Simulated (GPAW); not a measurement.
# GaP (F-43m) in GPAW: a series of runs

One crystal, GaP, is run at these levels: PBE, M06-L, optPBE-vdW, RPBE; tasks: band structure, equation of state.

All numbers are computed with GPAW 26.7.0; they aren't measurements. Logs are shortened: lines on timing, memory, paths and dates and some standing lists are left out, and cuts for length are marked. The log counts tension as positive stress, the text compression.

**Measured values to compare with.**

“Stacking defects in GaP nanowires: Electronic structure and optical properties”, 2018, arxiv:1810.01194 quotes, for a bulk crystal of GaP at 10 K: band gap 2.34 eV (indirect).

How close the calculation comes is told below.

## 1. The crystal as given

Symmetry: F-43m, No. 216, cubic system. The conventional cell has a = 5.451 Å, b = 5.451 Å, c = 5.451 Å, α = 90.00°, β = 90.00°, γ = 90.00°. Around Ga (site symmetry -43m) lie 4 P at 2.36 Å. P (site symmetry -43m) has 4 Ga at 2.36 Å as nearest neighbours.

## 2. Band structure, PBE

The input, run.py:

```python
import spglib
from ase import Atoms
from ase.dft.bandgap import bandgap
from ase.io import read, write
from gpaw import GPAW

atoms = read('GaP.cif')
cell, positions, numbers = spglib.find_primitive(
    (atoms.cell[:], atoms.get_scaled_positions(), atoms.numbers), symprec=1e-4)
atoms = Atoms(numbers, cell=cell, scaled_positions=positions, pbc=True)

calc = GPAW(mode='lcao',
            h=0.2,
            basis='sz(dzp)',
            xc='PBE',
            kpts={'size': (8, 8, 8), 'gamma': True},
            occupations={'name': 'fermi-dirac', 'width': 0.05},
            convergence={'density': 1e-05, 'energy': 1e-05},
            maxiter=150,
            txt='gpaw.txt')
atoms.calc = calc
energy = atoms.get_potential_energy()
forces = atoms.get_forces()
calc.write('gs.gpw')
write('result.traj', atoms)
print(f'Energy: {energy:.6f} eV')
print('Forces (eV/A):')
print(forces.round(4))
print('Fermi level:', round(calc.get_fermi_level(), 4), 'eV')
print(f'Gap: {bandgap(calc)[0]:.4f} eV, direct: {bandgap(calc, direct=True)[0]:.4f} eV')

path = atoms.cell.bandpath('GXWKGLUWLK,UX', npoints=100, eps=1e-4)
bs_calc = calc.fixed_density(kpts=path, symmetry='off', txt='bands.txt')
bs = bs_calc.band_structure()
bs.write('bs.json')
print(f'Gap on the path: {bandgap(bs_calc)[0]:.4f} eV')
```

The input, GaP.cif:

```cif
data_GaP
_cell_length_a 5.45050000
_cell_length_b 5.45050000
_cell_length_c 5.45050000
_cell_angle_alpha 90.00000000
_cell_angle_beta 90.00000000
_cell_angle_gamma 90.00000000
_space_group_name_H-M_alt 'F-43m'
_space_group_name_Hall 'F -4 2 3'
_space_group_IT_number 216
loop_
_space_group_symop_operation_xyz
'x,y,z'
'y,-x,-z'
'-x,-y,z'
'-y,x,-z'
'x,-y,-z'
'y,x,z'
'-x,y,-z'
'-y,-x,z'
'z,x,y'
'-z,y,-x'
'z,-x,-y'
'-z,-y,x'
'-z,x,-y'
'z,y,x'
'-z,-x,y'
'z,-y,-x'
'y,z,x'
'-x,-z,y'
'-y,z,-x'
'x,-z,-y'
'-y,-z,x'
'x,z,y'
'y,-z,-x'
'-x,z,-y'
'x,y+1/2,z+1/2'
'y,-x+1/2,-z+1/2'
'-x,-y+1/2,z+1/2'
'-y,x+1/2,-z+1/2'
'x,-y+1/2,-z+1/2'
'y,x+1/2,z+1/2'
'-x,y+1/2,-z+1/2'
'-y,-x+1/2,z+1/2'
'z,x+1/2,y+1/2'
'-z,y+1/2,-x+1/2'
'z,-x+1/2,-y+1/2'
'-z,-y+1/2,x+1/2'
'-z,x+1/2,-y+1/2'
'z,y+1/2,x+1/2'
'-z,-x+1/2,y+1/2'
'z,-y+1/2,-x+1/2'
'y,z+1/2,x+1/2'
'-x,-z+1/2,y+1/2'
'-y,z+1/2,-x+1/2'
'x,-z+1/2,-y+1/2'
'-y,-z+1/2,x+1/2'
'x,z+1/2,y+1/2'
'y,-z+1/2,-x+1/2'
'-x,z+1/2,-y+1/2'
'x+1/2,y,z+1/2'
'y+1/2,-x,-z+1/2'
'-x+1/2,-y,z+1/2'
'-y+1/2,x,-z+1/2'
'x+1/2,-y,-z+1/2'
'y+1/2,x,z+1/2'
'-x+1/2,y,-z+1/2'
'-y+1/2,-x,z+1/2'
'z+1/2,x,y+1/2'
'-z+1/2,y,-x+1/2'
'z+1/2,-x,-y+1/2'
'-z+1/2,-y,x+1/2'
'-z+1/2,x,-y+1/2'
'z+1/2,y,x+1/2'
'-z+1/2,-x,y+1/2'
'z+1/2,-y,-x+1/2'
'y+1/2,z,x+1/2'
'-x+1/2,-z,y+1/2'
'-y+1/2,z,-x+1/2'
'x+1/2,-z,-y+1/2'
'-y+1/2,-z,x+1/2'
'x+1/2,z,y+1/2'
'y+1/2,-z,-x+1/2'
'-x+1/2,z,-y+1/2'
'x+1/2,y+1/2,z'
'y+1/2,-x+1/2,-z'
'-x+1/2,-y+1/2,z'
'-y+1/2,x+1/2,-z'
'x+1/2,-y+1/2,-z'
'y+1/2,x+1/2,z'
'-x+1/2,y+1/2,-z'
'-y+1/2,-x+1/2,z'
'z+1/2,x+1/2,y'
'-z+1/2,y+1/2,-x'
'z+1/2,-x+1/2,-y'
'-z+1/2,-y+1/2,x'
'-z+1/2,x+1/2,-y'
'z+1/2,y+1/2,x'
'-z+1/2,-x+1/2,y'
'z+1/2,-y+1/2,-x'
'y+1/2,z+1/2,x'
'-x+1/2,-z+1/2,y'
'-y+1/2,z+1/2,-x'
'x+1/2,-z+1/2,-y'
'-y+1/2,-z+1/2,x'
'x+1/2,z+1/2,y'
'y+1/2,-z+1/2,-x'
'-x+1/2,z+1/2,-y'
loop_
_atom_site_label
_atom_site_type_symbol
_atom_site_symmetry_multiplicity
_atom_site_Wyckoff_symbol
_atom_site_fract_x
_atom_site_fract_y
_atom_site_fract_z
_atom_site_occupancy
Ga1 Ga 4 a 0.0000000000 0.0000000000 0.0000000000 1
P1 P 4 c 0.2500000000 0.2500000000 0.2500000000 1
```

Potentials or basis: GPAW PAW data sets (gpaw-data 1.2.1), lcao:sz(dzp).

Run with:

```
> OMP_NUM_THREADS=1 python run.py
```

gpaw.txt:

```text
__  _  _
 | _ |_)|_||  |
 |__||  | ||/\| - 26.7.0

Input parameters:
  mode=LCAO(),
  basis={'default': 'sz(dzp)'},
  convergence={'density': 1e-05, 'energy': 1e-05},
  h=0.2,
  kpts=MonkhorstPack(size=(8, 8, 8), gamma=True),
  maxiter=150,
  occupations=Occupations(name='fermi-dirac', width=0.05),
  xc=XC(name='PBE')

           P

       Ga

Atoms  # Å, Bohr magnetons
|   | symbol |        x |        y |        z |    initial magnetic moments |
|---|--------|----------|----------|----------|-----------------------------|
| 0 |     Ga | 0.000000 | 0.000000 | 0.000000 | ( 0.0000,  0.0000,  0.0000) |
| 1 |      P | 1.362625 | 1.362625 | 1.362625 | ( 0.0000,  0.0000,  0.0000) |

Unit cell  # Å
| periodic |        x |        y |        z |  lengths |    angles |
|----------|----------|----------|----------|----------|-----------|
|      yes | 0.000000 | 2.725250 | 2.725250 | 3.854086 | 60.000000 |
|      yes | 2.725250 | 0.000000 | 2.725250 | 3.854086 | 60.000000 |
|      yes | 2.725250 | 2.725250 | 0.000000 | 3.854086 | 60.000000 |

Number of symmetries: 24
Symmetry operations  # r_c * U_cc + t_c -> r_c
|    | kind |            matrix            |
|----|------|------------------------------|
|  0 |  E   |  1, 0, 0,  0, 1, 0,  0, 0, 1 |
|  1 |  σ   |  1, 0, 0,  0, 0, 1,  0, 1, 0 |
|  2 |  σ   |  1, 0,-1,  0, 1,-1,  0, 0,-1 |
|  3 |  C3  |  1, 0,-1,  0, 0,-1,  0, 1,-1 |
|  4 |  C3  |  1,-1, 0,  0,-1, 1,  0,-1, 0 |
|  5 |  σ   |  1,-1, 0,  0,-1, 0,  0,-1, 1 |
|  6 |  σ   |  0, 1, 0,  1, 0, 0,  0, 0, 1 |
|  7 |  C3  |  0, 1, 0,  0, 0, 1,  1, 0, 0 |
|  8 |  C2  |  0, 1,-1,  1, 0,-1,  0, 0,-1 |
|  9 |  S4  |  0, 1,-1,  0, 0,-1,  1, 0,-1 |
| 10 |  C3  |  0, 0, 1,  1, 0, 0,  0, 1, 0 |
| 11 |  σ   |  0, 0, 1,  0, 1, 0,  1, 0, 0 |
| 12 |  S4  |  0, 0,-1,  1, 0,-1,  0, 1,-1 |
| 13 |  C3  |  0, 0,-1,  0, 1,-1,  1, 0,-1 |
| 14 |  S4  |  0,-1, 1,  1,-1, 0,  0,-1, 0 |
| 15 |  C2  |  0,-1, 1,  0,-1, 0,  1,-1, 0 |
| 16 |  C3  |  0,-1, 0,  1,-1, 0,  0,-1, 1 |
| 17 |  S4  |  0,-1, 0,  0,-1, 1,  1,-1, 0 |
| 18 |  S4  | -1, 1, 0, -1, 0, 1, -1, 0, 0 |
| 19 |  C3  | -1, 1, 0, -1, 0, 0, -1, 0, 1 |
| 20 |  C3  | -1, 0, 1, -1, 1, 0, -1, 0, 0 |
| 21 |  S4  | -1, 0, 1, -1, 0, 0, -1, 1, 0 |
| 22 |  σ   | -1, 0, 0, -1, 1, 0, -1, 0, 1 |
| 23 |  C2  | -1, 0, 0, -1, 0, 1, -1, 1, 0 |

BZ-sampling:
  Number of BZ points: 512
  Number of IBZ points: 29

  Monkhorst-Pack size: [8, 8, 8]
  Monkhorst-Pack shift: [0.0625, 0.0625, 0.0625]

K-points  # in reciprocal-cell coordinates
|     |                                coordinates |     weight |
|-----|--------------------------------------------|------------|
|   0 | (  0.00000000,   0.00000000,   0.00000000) | 0.00195312 |
|   1 | (  0.12500000,   0.12500000,   0.00000000) | 0.01171875 |
|   2 | (  0.12500000,   0.12500000,   0.12500000) | 0.01562500 |
|   3 | (  0.25000000,   0.12500000,   0.12500000) | 0.02343750 |
|   4 | (  0.25000000,   0.25000000,   0.00000000) | 0.01171875 |
|   5 | (  0.25000000,   0.25000000,   0.12500000) | 0.04687500 |
|   6 | (  0.25000000,   0.25000000,   0.25000000) | 0.01562500 |
|   7 | (  0.37500000,   0.25000000,  -0.37500000) | 0.04687500 |
|   8 | (  0.37500000,   0.25000000,   0.12500000) | 0.04687500 |
|   9 | (  0.37500000,   0.25000000,   0.25000000) | 0.04687500 |
| ... |                                            |            |
|  28 | (  0.50000000,   0.50000000,   0.50000000) | 0.00781250 |

basis functions: 8
Spin-components: 1 (collinear spins)
Bands:           8
Projectors:      10
Spin-degeneracy: 2
Datatype:        <class 'complex'>

Parallelization:
  kpt:    1
  domain: 1
  band:   1

Density:
  Valence electrons: 8.0
  Components: 1
  Grid points: [16 16 16]
  Charge: 0.0  # |e|

Potential:
  Grid points: [16 16 16]

species:
  Ga:
    name:    Gallium
    Z:       31.0
    valence: 3
    core:    28
    charge:  0.0  # [|e|]
    compensation charges:
      type: gauss
      rc: 0.37  # [Å]
      lmax: 2
    cutoffs:
      filter: 2.06  # [Å]
      core: 4.17  # [Å]
    projectors
    | kind |    occ | energy [eV] | rcut [Å] |
    |------|--------|-------------|----------|
[... 117 lines left out ...]
| 21 |  S4  | -1, 0, 1, -1, 0, 0, -1, 1, 0 |
| 22 |  σ   | -1, 0, 0, -1, 1, 0, -1, 0, 1 |
| 23 |  C2  | -1, 0, 0, -1, 0, 1, -1, 1, 0 |

BZ-sampling:
  Number of BZ points: 512
  Number of IBZ points: 29

  Monkhorst-Pack size: [8, 8, 8]
  Monkhorst-Pack shift: [0.0625, 0.0625, 0.0625]

K-points  # in reciprocal-cell coordinates
|     |                                coordinates |     weight |
|-----|--------------------------------------------|------------|
|   0 | (  0.00000000,   0.00000000,   0.00000000) | 0.00195312 |
|   1 | (  0.12500000,   0.12500000,   0.00000000) | 0.01171875 |
|   2 | (  0.12500000,   0.12500000,   0.12500000) | 0.01562500 |
|   3 | (  0.25000000,   0.12500000,   0.12500000) | 0.02343750 |
|   4 | (  0.25000000,   0.25000000,   0.00000000) | 0.01171875 |
|   5 | (  0.25000000,   0.25000000,   0.12500000) | 0.04687500 |
|   6 | (  0.25000000,   0.25000000,   0.25000000) | 0.01562500 |
|   7 | (  0.37500000,   0.25000000,  -0.37500000) | 0.04687500 |
|   8 | (  0.37500000,   0.25000000,   0.12500000) | 0.04687500 |
|   9 | (  0.37500000,   0.25000000,   0.25000000) | 0.04687500 |
| ... |                                            |            |
|  28 | (  0.50000000,   0.50000000,   0.50000000) | 0.00781250 |

basis functions: 8
Spin-components: 1 (collinear spins)
Bands:           8
Projectors:      10
Spin-degeneracy: 2
Datatype:        <class 'complex'>

Parallelization:
  kpt:    1
  domain: 1
  band:   1

Density:
  Valence electrons: 8.0
  Components: 1
  Grid points: [16 16 16]
  Charge: 0.0  # |e|

Potential:
  Grid points: [16 16 16]

species:
  Ga:
    name:    Gallium
    Z:       31.0
    valence: 3
    core:    28
    charge:  0.0  # [|e|]
    compensation charges:
      type: gauss
      rc: 0.37  # [Å]
      lmax: 2
    cutoffs:
      filter: 2.06  # [Å]
      core: 4.17  # [Å]
    projectors
    | kind |    occ | energy [eV] | rcut [Å] |
    |------|--------|-------------|----------|
    |   4s |  2.000 |      -8.945 |    1.164 |
    |   4p |  1.000 |      -2.580 |    1.164 |
    |    s |        |      18.266 |    1.164 |
    |    p |        |      24.631 |    1.164 |
    |    d |        |       0.000 |    1.164 |

    LCAO basis set for Ga:
      Name: sz(dzp)
      File: <dir>
      Number of radial functions: 2
      Number of spherical harmonics: 4
        l=0, rc=7.2656 Bohr: 4s-sz confined orbital
        l=1, rc=10.3438 Bohr: 4p-sz confined orbital
      Number of RI-basis functions 0

  P:
    name:    Phosphorus
    Z:       15.0
    valence: 5
    core:    10
    charge:  0.0  # [|e|]
    compensation charges:
      type: gauss
      rc: 0.30  # [Å]
      lmax: 2
    cutoffs:
      filter: 1.69  # [Å]
      core: 1.81  # [Å]
    projectors
    | kind |    occ | energy [eV] | rcut [Å] |
    |------|--------|-------------|----------|
    |   3s |  2.000 |     -13.968 |    0.953 |
    |   3p |  3.000 |      -5.506 |    0.953 |
    |    s |        |      13.244 |    0.953 |
    |    p |        |      21.705 |    0.953 |
    |    d |        |       0.000 |    0.953 |

    LCAO basis set for P:
      Name: sz(dzp)
      File: <dir>
      Number of radial functions: 2
      Number of spherical harmonics: 4
        l=0, rc=6.0938 Bohr: 3s-sz confined orbital
        l=1, rc=7.7031 Bohr: 3p-sz confined orbital
      Number of RI-basis functions 0

Reference energy: -62187.585188  # eV

eigensolver:
  <gpaw.new.lcao.eigensolver.LCAOEigensolver object>
density mixing:
  MSR1-Mixer
  Pratt-step length: 0.05
  Maximum mixing coefficient: 0.75
  Old densities: 10
  SVD Regularization: 0.005
  Good broyden scale: 1.0
  Trust region scale: 1.0
  Backstep threshold: 4.0
  History deletion threshold: 6.0
  Fourier metric: weight=20.0, sigma=0.015

occupation numbers:
  Fermi-Dirac:
    width: 0.0500  # eV

FastPoissonSolver using
    Stencil: 12*3+1=37 point O(h^6) finite-difference Laplacian
    FFT axes: [np.int64(0), np.int64(1), np.int64(2)]
    FST axes: []

xc functional:
  name: PBE with 2 nearest neighbor stencil
interpolation: tri-quintic # 5. degree polynomial

convergence criteria:
- Maximum integral of absolute [dens]ity change: 1e-05 electrons / valence electron
- Maximum [total energy] change in last 3 cyles: 1e-05 eV / valence electron
- Maximum integral of absolute [eigenst]ate change: 4e-08 eV^2 / valence electron
maximum number of iterations: 150

SCF iterations
|iter     | |      energy | eigst |  dens |
|---------|-|-------------|-------|-------|
|iter:   1| |   -8.224086 |      c|       |
|iter:   2| |   -8.205885 |      c| -0.99 |
|iter:   3| |   -8.126141 |      c| -1.03 |
|iter:   4| |   -8.125715 |      c| -1.64 |
|iter:   5| |   -8.125697 |      c| -2.16 |
|iter:   6| |   -8.125697c|      c| -3.65 |
|iter:   7| |   -8.125697c|      c| -4.09 |
|iter:   8| |   -8.125697c|      c| -6.25c|

Converged in 8 steps
Energy contributions relative to reference atoms: (reference = -62187.585188)

Energy contributions:
  Kinetic:          19.429566
  Coulomb:         -16.743811
  Zero:              0.080798
  External:          0.000000
  Xc:              -10.892250
  Entropy:          -0.000000
  Spinorbit:         0.000000
  ----------------------------
  Free energy:      -8.125697
  Extrapolated:     -8.125697

dipole moment: (-17.177501, -17.177501, -17.177501)  # |e|*Ang

Fermi level: 5.749
Eigenvalues  # (at kpt = [0.000, 0.000, 0.000])
| band index |      eig [eV] | occ [0-2] |
|------------|---------------|-----------|
|          0 |        -7.765 |     2.000 |
|          1 |         4.778 |     2.000 |
|          2 |         4.779 |     2.000 |
|          3 |         4.779 |     2.000 |
|          4 |         6.608 |     0.000 |
|          5 |         9.780 |     0.000 |
|          6 |         9.780 |     0.000 |
|          7 |         9.780 |     0.000 |

Gap: 1.829 eV
Transition (v -> c):
  (s=0, k=0, n=3, [0.00, 0.00, 0.00]) -> (s=0, k=0, n=4, [0.00, 0.00, 0.00])
No difference between direct/indirect transitions

Forces  # eV/Ang
|        x |        y |        z |
|----------|----------|----------|
| -0.00000 | -0.00000 | -0.00000 |  # Ga   0
|  0.00000 | -0.00000 |  0.00000 |  # P    1

# Writing to gs.gpw (mode='')
```

Run time: 11 s. Hardware: 1 thread of Arm Neoverse V2, shared host; peak memory 0.14 GiB.

These settings aren't checked as converged: the numbers below hold their error.

Results:

```
Free energy             : -8.1257 eV
Band gap on the k mesh  : 1.83 eV, direct
Band gap along the path : 1.83 eV, direct
```

Caveat: the real-space grid adds noise to forces; the basis of atomic orbitals isn't converged, which shifts pressures, moduli and gaps.

(Continued in part 2 of 3.)
